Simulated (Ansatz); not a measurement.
WSe₂: from supercell energies to defect levels (H interstitial)

These are results of DFT PBE+D3(BJ), scalar-relativistic, plane waves, PAW in Ansatz, not measurements. Settings: 420 eV cutoff, 2×2×2 k-mesh, shifted by half a step, Gaussian smearing of 0.01 eV, collinear spin in charge 0 alone.

Host crystal, relaxed:

```xyz
3
Lattice="3.2790 0.0000 0.0000 -1.6395 2.8397 0.0000 0.0000 0.0000 7.0056" Properties=species:S:1:pos:R:3 pbc="T T T"
W     0.0000    0.0000    0.0000
Se    0.0000    1.8931    1.6853
Se    0.0000    1.8931    5.3204
```

The H interstitial was set at (0.000, 0.000, 0.500) of the host cell, in a supercell of 36 sites (783 Å³), relaxed at fixed cell in each charge q, from a start with the atoms near it displaced at random. In charges +1, 0, -1 some atom moved by up to 1.9 Å, so the relaxed defect can differ in kind from the start: near the site, 6 Se at 2.62 Å became 1 Se at 1.56 Å, 1 Se at 2.18 Å (charge +1); 1 Se at 1.64 Å, 2 Se at 2.52 Å, 1 Se at 2.82 Å, 1 W at 3.27 Å, 1 W at 3.28 Å (charge 0); 1 Se at 2.27 Å, 2 Se at 2.29 Å, 1 Se at 2.93 Å, 2 Se at 2.94 Å (charge -1). The host's Kohn–Sham gap is 1.25 eV and its static dielectric constant 11.2 (mean). For each charge: the supercell's free energy over the neutral one with q electrons exchanged at the valence band top, F(q) − F(0) + qE_v; the image-charge term; and the term that aligns the potential far from the defect with the host's.

Spin-orbit coupling is left out, which matters for the bands and energies of heavy elements.

```tsv
q	F(q) − F(0) + qE_v (eV)	image charge (eV)	alignment (eV)
+1	-1.006	0.219	-0.012
0	0.000	0.000	0.000
-1	0.729	0.219	-0.111
```

Q: Add the terms and find the levels between neighbouring charges, ε(q/q′) = [A(q′) − A(q)]/(q − q′), with and without the two corrections.

A: A(q): -0.799 eV for +1, 0.000 eV for 0, 0.837 eV for -1.
```json
{"level": "(+1/0)", "corrected (eV over E_v)": "0.80", "uncorrected (eV)": "1.01"}
{"level": "(0/-1)", "corrected (eV over E_v)": "0.84", "uncorrected (eV)": "0.73"}
```

As a check, a point charge in a simple cubic cell of this volume has q²αe²/(2εL) = 0.197 q² eV (e² = 14.40 eV Å, α = 2.837, L = 9.22 Å); the shape of the real cell and the anisotropy of ε can change it somewhat. The term grows as q², so it pushes donor levels down and acceptor levels up. The program doubts the alignment for q = -1, so levels beside it are uncertain by about that term.

Q: Which of these charges is lowest with the Fermi level at the valence band top, at mid-gap and at the conduction band bottom?

A: The line A(q) + qE_F that lies lowest gives the charge: +1 at E_F = 0.00 eV, +1 at E_F = 0.62 eV, -1 at E_F = 1.25 eV. Charges beyond those computed could lie lower near the band edges.

Q: The neutral defect forms at 1.80 eV with atoms taken from and returned to the elements. What are the formation energies at those three Fermi levels, and what share of sites would hold the defect at 1200 K with E_F at mid-gap, if the host still stood at that temperature?

A: E_f = E_f(0) + A(q) + qE_F = 1.00, 1.62, 1.39 eV. In the dilute limit the share is exp(−E_f/k_BT) = exp(−1.623/0.1034) = 1.5×10⁻⁷, leaving out degeneracy and vibrational entropy. This is the H-rich limit; a poorer supply of H, or a competing compound of it, raises E_f. The small cell and the narrow Kohn–Sham gap leave errors of tenths of an eV or more, which change the share by orders of magnitude.

This form isn't the usual stable structure of the compound.